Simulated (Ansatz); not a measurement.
Runs of Ansatz 0.2.0 on InSe. It takes space group R3m (No. 160, trigonal). The conventional cell has a = 4.000 Å, b = 4.000 Å, c = 25.320 Å, α = 90.00°, β = 90.00°, γ = 120.00°. Around In (site symmetry 3m) lie 3 Se at 2.63 Å and 1 In at 2.82 Å. In (site symmetry 3m) is surrounded by 3 Se at 2.64 Å and 1 In at 2.82 Å. Around Se (site symmetry 3m) lie 3 In at 2.63 Å. Around Se (site symmetry 3m) lie 3 In at 2.64 Å. 

| level | cutoff (eV) | gap on the mesh (eV) | pressure (GPa) | relaxed volume (Å³/atom) | largest force (eV/Å) |
| --- | --- | --- | --- | --- | --- |
| r2SCAN | 500 | 0.92 | 0.0 | (d) | 0.01 |
| revPBE | 420 | 1.16 | 0.0 | 39.82 | - |
| PBE | 420 | 0.74 | 0.0 | (a) | - |
| LDA | 420 | 0.20 | 0.0 | 27.80 | - |
| RPBE | 420 | 1.06 | 0.0 | (b) | 0.01 |
| PBEsol | 420 | (c) | 0.0 | 29.33 | - |

Alike in all rows: task relaxation of cell and atoms; potentials or basis Ansatz PAW; no spin polarisation; cell relaxed; k mesh 8 × 8 × 8; smearing fermi-dirac 0.05 eV.

Estimate the missing entries.

(a) 33.45; (b) 39.10; (c) 0.37; (d) 30.74.

Caveats: the plane-wave basis is chosen anew once the cell has moved, so the energies of steps on either side of that aren't comparable; spin-orbit coupling is left out, which moves the levels of the heavy elements; the PAW data sets come from PBE, with cores solved anew for the run's functional, which leaves a small shift of forces and pressure (some runs); the volume moved by over 15 % at a fixed basis, so the end points are rough (some runs).

A k mesh can miss the band edges, and the runs leave out spin-orbit coupling on In, Se.
